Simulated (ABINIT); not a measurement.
The system is Ta.

```xyz
1
Lattice="-1.6513 1.6513 1.6513 1.6513 -1.6513 1.6513 1.6513 1.6513 -1.6513" Properties=species:S:1:pos:R:3 pbc="T T T"
Ta    0.0000    0.0000    0.0000
```

Base run:

| Item | Value |
| --- | --- |
| Program | ABINIT 10.8.3 (patched build) |
| Functional | revPBE |
| Potentials or basis | JTH PAW PBE v2.0 |
| Cutoff | 626 eV |
| k mesh | 11 × 11 × 11 |
| Occupations | fermi-dirac, width 0.05 eV |
| Spin | no spin polarisation |

Its results: band gap on the k mesh none (metal or under the smearing width); pressure 4.6 GPa.

After a change of settings the same cell gave: band gap on the k mesh none (metal or under the smearing width); pressure 2.1 GPa. Which change was it?
A. functional from revPBE to RPBE
B. functional from revPBE to PBE
C. functional from revPBE to WC
D. functional from revPBE to PBEsol

B.

PBE binds more tightly than revPBE, so the same cell stands under less pressure.

Caveats: spin-orbit coupling is left out, which moves the levels of the heavy elements; the PAW data sets were made with another functional, which shifts forces and pressure a little (some runs).
